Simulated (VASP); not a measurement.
Runs of VASP 6.6.1 on TePb. Symmetry: Fm-3m, No. 225, cubic system. The conventional cell has a = 6.462 Å, b = 6.462 Å, c = 6.462 Å, α = 90.00°, β = 90.00°, γ = 90.00°. Around Pb (site symmetry m-3m) lie 6 Te at 3.23 Å. Around Te (site symmetry m-3m) lie 6 Pb at 3.23 Å. 

| task | potentials or basis | cell | cutoff (eV) | smearing | pressure (GPa) | relaxed volume (Å³/atom) |
| --- | --- | --- | --- | --- | --- | --- |
| single point | VASP PAW PBE potentials, release 64 (Pb_d, Te) | as given | 520 | gaussian 0.029 eV | 2.1 | - |
| band structure | VASP PAW PBE potentials, release 54 (Pb, Te) | as given | 500 | fermi-dirac 0.05 eV | 2.0 | - |
| relaxation of cell and atoms | VASP PAW PBE potentials, release 54 (Pb, Te) | relaxed | 580 | fermi-dirac 0.05 eV | 0.0 | 35.29 |
| relaxation of cell and atoms | VASP PAW PBE potentials, release 54 (Pb_d, Te) | relaxed | 600 | fermi-dirac 0.05 eV | 0.0 | (a) |

Alike in all rows: level PBE; no spin polarisation; k mesh 7 × 7 × 7.

Task: Estimate the missing entries.

Result: (a) 35.40.

The runs don't all hold the same shells in valence.
